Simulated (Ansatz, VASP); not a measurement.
Tl in VASP and in Ansatz

```xyz
2
Lattice="3.0151 -1.7739 -0.3866 3.0151 1.7739 -0.3866 -2.8055 0.0000 6.1652" Properties=species:S:1:pos:R:3 pbc="T T T"
Tl    3.9234    0.0000    3.8505
Tl   -0.6988    0.0000    1.5415
```

Alike in both runs: functional PBE; k mesh 6 × 6 × 4; occupations gaussian, width 0.1 eV; no spin polarisation.

Ansatz relaxed the structure, and its values are those at the end. VASP's run is a single point on that final structure, the one shown.

|  | VASP | Ansatz |
| --- | --- | --- |
| version | VASP 6.6.1 | Ansatz 0.2.0 |
| potentials or method | VASP PAW PBE potentials, release 64 (Tl_d) | scalar-relativistic, plane waves, PAW |
| plane-wave cutoff (eV) | 520 | 420 |
| valence electrons in the cell | 26 | 26 |

Ansatz gave:

```
gap on the k mesh at the Fermi level (eV) : none
pressure (GPa)                            : 0.0
```

Question: What did VASP give for the same quantities?

Answer: gap on the k mesh at the Fermi level (eV): none; pressure (GPa): -0.1.

A gap of «none» marks a metal or a gap that the smearing closes.

The runs have no spin-orbit coupling, so splittings on Tl are missing.
